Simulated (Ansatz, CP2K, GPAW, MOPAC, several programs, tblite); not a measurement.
## Many methods on one cell: TiTe2 (3R-MoS2 type)

TiTe2 built on the 3R-MoS2 prototype, relaxed with r2SCAN+rVV10 in Ansatz, was computed with several methods. It is trigonal, R3m (No. 160); conventional cell a = 3.760 Å, c = 20.445 Å, 27.82 Å³ an atom. Ti is surrounded by 6 Te at 2.78–2.80 Å; Te is surrounded by 3 Ti at 2.80 Å; Te is surrounded by 3 Ti at 2.78 Å. These are computed values for a spin-unpolarised cell that may be hypothetical; none is a measurement.

```
Ti Te
1.0
     1.88006    1.08545    6.81515
    -1.88006    1.08545    6.81515
     0.00000   -2.17091    6.81515
Ti Te
1 2
Direct
  0.99969 0.99969 0.99969
  0.41913 0.41913 0.41913
  0.24784 0.24784 0.24784
```

Gaps and times are for a single point on this cell; volume and bulk modulus come from each method's own relaxation or energy curve at fixed shape, which is too stiff where a cell has free coordinates or axes. Times are rough, from shared hosts (Arm Neoverse V1), and each method has its own mesh and cell size. A double dagger marks a value from a curve with shape and coordinates held. PM7 (MOPAC): levels, charges or heat of formation failed a check of plausibility, so no values are given. PM7 (MOPAC), GFN1-xTB (tblite) treat a cluster of cells at its zone centre, which samples few k points: where these miss a band edge, the gap comes out too large for that reason alone. Gaps from k meshes are read at a limited set of points (mesh, symmetry points, PBE's band edges), so each method's own least gap may be somewhat smaller. xTB and the PM methods were fitted mostly to molecules, and can miss a solid's gap by electronvolts. Minimal bases can be far off for gaps. Curves at held shape can't give the bulk modulus of a layered or molecular crystal, so none is listed. d marks a direct gap, i an indirect one (no mark: not told apart), a dash a value that wasn't computed or didn't pass its checks.

| method | kind | gap (eV) | own volume (Å³/atom) | bulk modulus (GPa) | atoms computed | processor time |
| --- | --- | --- | --- | --- | --- | --- |
| light PBE (260 eV and a coarse mesh) | light plane-wave | overlap 0.52 | – | – | 3 | 2.5 s |
| GFN1-xTB (tblite) | tight binding | 0 | – | – | 81 | 11 s |
| PBE | semilocal | overlap 0.53 | – | – | 3 | 15 s |
| PBE/single zeta (GPAW) | small basis | overlap 0.42 | – | – | 3 | 27 s |
| PBE/SZV (CP2K) | small basis | overlap 0.34 | 30.14‡ | – | 3 | 35 s |
| r2SCAN | semilocal | overlap 0.36 | – | – | 3 | 41 s |
| PM7 (MOPAC) | semi-empirical | – | – | – | 81 | 61 s |
| PBE/DZVP (CP2K) | small basis | overlap 0.53 | 28.69‡ | – | 3 | 62 s |

Runs without a result: GFN2-xTB (tblite) (single point).

With PBE and r2SCAN the bands overlap or touch, or nearly. Semilocal functionals can close a real gap, so this doesn't show a metal; small gaps of other methods may in turn close between the points read or with spin-orbit coupling, and the solid may be a semimetal.

No spin-orbit coupling is included; it can move band edges with weight on the heavy atoms by tenths of an eV.
